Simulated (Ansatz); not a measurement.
# ZrN (rocksalt type): the cost of one run

Method: DFT, PBE, all-electron LAPW, scalar-relativistic, in Ansatz 0.2.0.

### 1 The structure to begin with

It takes space group Fm-3m (No. 225, cubic). The conventional cell has a = 4.595 Å, b = 4.595 Å, c = 4.595 Å, α = 90.00°, β = 90.00°, γ = 90.00°. Zr (site symmetry m-3m) has 6 N at 2.30 Å as nearest neighbours. Around N (site symmetry m-3m) lie 6 Zr at 2.30 Å.

Coordinates:

```cif
data_structure
_symmetry_space_group_name_H-M 'P 1'
_symmetry_Int_Tables_number 1
_cell_length_a 3.2489
_cell_length_b 3.2489
_cell_length_c 3.2489
_cell_angle_alpha 60.000
_cell_angle_beta 60.000
_cell_angle_gamma 60.000
_cell_volume 24.25
loop_
_atom_site_label
_atom_site_type_symbol
_atom_site_fract_x
_atom_site_fract_y
_atom_site_fract_z
_atom_site_occupancy
Zr1 Zr 0.00000 0.00000 0.00000 1
N1 N 0.50000 0.50000 0.50000 1
```

Atoms are numbered in the order of the input: Zr1, N2.

### 2 Rocksalt relaxed under pressure, LAPW

input.yaml

```yaml
crystal:
  lattice:
    - [0.0, 2.2973317664, 2.2973317664]
    - [2.2973317664, 0.0, 2.2973317664]
    - [2.2973317664, 2.2973317664, 0.0]
  atoms:
    - { symbol: Zr, position: [0.0, 0.0, 0.0] }
    - { symbol: "N", position: [0.5, 0.5, 0.5] }
kpoints:
  mp_grid: { grid: [15, 15, 15] }
scf:
  occupations: { method: fermi_dirac, width: 0.05 }
hamiltonian:
  xc: pbe
  pseudopotentials: { kind: all_electron, lapw: { basis_error: 0.0005 } }
output:
  forces: true
  stress: true
  eigenvalues: true
relax:
  f_tol: 0.005
  max_steps: 12
  cell: { p_target: 0.0086, stress_tol: 0.03 }
```

On the command line:

```sh
$ ansatz run input.yaml --threads 1 --pin off --max-ram 3584MiB --backend cpu --events-out ev --progress --plain --runs-dir out
```

What time and memory should one allow on 1 thread of Arm Neoverse V2, shared host?

About 48 s, with a peak of 0.49 GiB.
